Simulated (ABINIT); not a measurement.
Input of an ABINIT 10.8.3 (patched build) run:

run.abi

```
# Pseudopotentials
pp_dirpath "./"
pseudos "Ti.upf, O.upf"

# Structure
acell 3*1.0
rprim
     5.5168664482     0.0000000000     0.0000000000
    -2.7584332241     4.7777464934     0.0000000000
     0.0000000000     0.0000000000     8.9062792254
ntypat 2
znucl 22 8
natom 3
typat 1 1 2
xred
     0.3393640000     0.6603280000     0.7122520000
     0.6918230000     0.3458630000     0.3022160000
    -0.0136760000    -0.0009280000     0.0125700000
chkprim 0
chksymtnons 0
tolsym 1.0e-6

# Plane-wave basis
ecut 38.0

# k points
kptopt 1
ngkpt 8 8 4
nshiftk 1
shiftk 0.0 0.0 0.0

# Exchange and correlation
ixc -116133

# Bands and occupations
nband 19
occopt 3
tsmear 0.05 eV

# SCF cycle
nstep 100
tolvrs 1.0e-10

# Output
iomode 3
prtwf 0
prteig 0
prtebands 0
enunit 2
prtden 1
prtvha 1
prtvclmb 1
prtpot 1
prtelf 1
```

Potentials or basis: PseudoDojo NC SR PBEsol v0.4.1 standard.

Command:

```sh
$ abinit run.abi > log 2>&1
```

(1) What does it give for the band gap on the k mesh?

(2) Estimate the largest force.

## Answers

(1) none (metal or under the smearing width).

(2) 3.464 eV/Å.

Caveat: semilocal functionals often make such compounds metallic where correlation or magnetic order opens a gap, which also shifts bond lengths.
